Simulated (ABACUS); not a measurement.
The system is VO2.

```
V O
1.0
     4.50720    0.00000    0.00000
     0.00000    4.50720    0.00000
     0.00000    0.00000    3.04445
V O
2 4
Direct
  0.50000 0.50000 0.50000
  0.00000 0.00000 0.00000
  0.20036 0.79964 0.50000
  0.79964 0.20036 0.50000
  0.70036 0.70036 0.00000
  0.29964 0.29964 0.00000
```

The cell is a database's computed one.

Base run:

| Quantity | Value |
| --- | --- |
| Program | ABACUS 3.10.1 |
| Functional | LDA |
| Potentials or basis | SG15 ONCV 1.2 PBE |
| Cutoff | 1361 eV |
| Density cutoff | 5442 eV |
| Basis | DZP LCAO (the cutoffs set its grid) |
| k mesh | 6 × 6 × 9 |
| Occupations | fermi-dirac, width 0.05 eV |
| Spin | collinear spin, ferromagnetic start |
| Starting moments | [2.0, 2.0, 0.0, 0.0, 0.0, 0.0] μB |

Its results: band gap on the k mesh none (metal or under the smearing width); pressure -19.1 GPa; net moment 2.00 μB per cell; site moments V +1.14, +1.15; O -0.07, -0.08 μB; largest force 0.358 eV/Å.

Task: The run is repeated on the same cell with these changes: functional from LDA to PBEsol. What comes out?

Result: Band gap on the k mesh none (metal or under the smearing width); pressure -13.8 GPa; net moment 2.00 μB per cell; site moments V +1.22, +1.23; O -0.11, -0.12 μB; largest force 0.332 eV/Å.

PBEsol binds less tightly than LDA, so the same cell stands under more pressure.

Caveats: the atomic orbitals were generated for these runs and aren't a published set; the potentials were made for another functional, which shifts forces and pressure; the basis of atomic orbitals isn't converged, which shifts pressures, moduli and gaps; semilocal functionals often make such compounds metallic where correlation or magnetic order opens a gap, which also shifts bond lengths.
